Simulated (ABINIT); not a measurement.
Write the native input for ABINIT 10.8.3 (patched build) that does the following.

| Item | Value |
| --- | --- |
| Task | single point |
| Functional | PBE |
| Potentials or basis | PseudoDojo NC SR PBE v0.4 stringent |
| Cutoff | 1116 eV |
| k mesh | 9 × 9 × 5 |
| Occupations | fermi-dirac, width 0.05 eV |
| Spin | no spin polarisation |

The system is In.

```
In
1.0
     3.33548    0.00000    0.00000
    -1.66774    2.88861    0.00000
     0.00000    0.00000    5.50914
In
2
Cartesian
  1.6677 0.9629 4.1319
  0.0000 1.9257 1.3773
```

This isn't the form of In at room conditions, which is tetragonal.

The input as run:

run.abi

```
# Pseudopotentials
pp_dirpath "./"
pseudos "In.upf"

# Structure
acell 6.3031527308 6.3031527309 10.4107713002
rprim
     1.0000000000     0.0000000000     0.0000000000
    -0.5000000000     0.8660254038     0.0000000000
     0.0000000000     0.0000000000     1.0000000000
ntypat 1
znucl 49
natom 2
typat 1 1
xred
     0.6666666667     0.3333333333     0.7500000000
     0.3333333333     0.6666666667     0.2500000000

# Plane-wave basis
ecut 1115.666836 eV

# k points
kptopt 1
ngkpt 9 9 5
nshiftk 1
shiftk 0.0 0.0 0.0

# Exchange and correlation
ixc 11

# Bands and occupations
nband 26
occopt 3
tsmear 0.00183747

# SCF cycle
nstep 100
tolvrs 1.0e-10

# Output
iomode 3
prtwf 0
prtden 0
prteig 0
prtebands 0
enunit 1
```

Potentials or basis: PseudoDojo NC SR PBE v0.4 stringent.

Run with:

```sh
$ abinit run.abi > log 2>&1
```

Results of the run:

```yaml
Pressure: 1.5 GPa
Band_gap_on_the_k_mesh: none (metal or under the smearing width)
Valence_electrons_inside_the_program's_atomic_spheres: In 17.87 (radii [1.0584] Å)
```

It took 2 min on 1 thread of Arm Neoverse V1, on a shared host, peak memory 0.15 GiB.
